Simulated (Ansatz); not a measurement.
Crystal: Si.

```
Si
1.0
     4.12095    0.00000    0.00000
    -2.06047    3.56885    0.00000
     0.00000    0.00000    2.65479
Si
2
Direct
  0.33333 0.66667 0.50000
  0.66667 0.33333 0.50000
```

The cell was built by a generator and needn't be a form met in nature.

| Quantity | Value |
| --- | --- |
| Program | Ansatz 0.2.0 |
| Task | relaxation of cell and atoms |
| Functional | PBEsol |
| Potentials or basis | Ansatz PAW |
| Cutoff | 420 eV (not typed: the program's choice for these potentials) |
| k mesh | 8 × 8 × 10 |
| Occupations | fermi-dirac, width 0.05 eV |
| Spin | no spin polarisation |

At the start: volume 19.52 Å³/atom.

How do energy, volume and symmetry change on relaxing?

It ends after 5 steps and the volume is 19.09 Å³/atom (-2.2 %); space group P6/mmm (No. 191, to 0.05 Å).

Step by step:
| step | energy change (eV) | largest force (eV/Å) | volume (Å³) |
| --- | --- | --- | --- |
| 1 | 0.0000 | 0.0000 | 39.04 |
| 2 | -0.0054 | 0.0000 | 38.26 |
| 3 | -0.0057 | 0.0000 | 38.20 |
| 4 | -0.0057 | 0.0000 | 38.17 |
| 5 | -0.0056 | 0.0000 | 38.17 |

Final structure:
```
CELL_PARAMETERS angstrom
4.09639 0.00000 0.00000
-2.04819 3.54758 0.00000
0.00000 0.00000 2.62680
ATOMIC_POSITIONS crystal
Si 0.33333 0.66667 0.50000
Si 0.66667 0.33333 0.50000
```

Caveat: the plane-wave basis is chosen anew once the cell has moved, so the energies of steps on either side of that aren't comparable; the PAW data sets come from PBE, with cores solved anew for the run's functional, which leaves a small shift of forces and pressure.
